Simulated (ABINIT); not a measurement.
Crystal: SrCl2.

```
Sr Cl
1.0
     0.00000    3.48835    3.48835
     3.48835    0.00000    3.48835
     3.48835    3.48835    0.00000
Sr Cl
1 2
Direct
  0.00000 0.00000 0.00000
  0.75000 0.75000 0.75000
  0.25000 0.25000 0.25000
```

Base run:

- Program: ABINIT 10.8.3 (patched build)
- Functional: PBE
- Potentials or basis: JTH PAW PBE v2.0
- Cutoff: 680 eV
- k mesh: 7 × 7 × 7
- Occupations: fermi-dirac, width 0.05 eV
- Spin: no spin polarisation

Its results: band gap on the k mesh 5.37 eV, indirect (least direct gap 5.67 eV); pressure 1.0 GPa.

Question: The run is repeated on the same cell with these changes: functional from PBE to LDA; potentials or basis from JTH PAW PBE v2.0 to JTH PAW LDA v2.0. What comes out?

Answer: Band gap on the k mesh 4.91 eV, indirect (least direct gap 5.22 eV); pressure -2.8 GPa.

A k mesh can miss the band edges.

Not every run made on this cell is shown here.
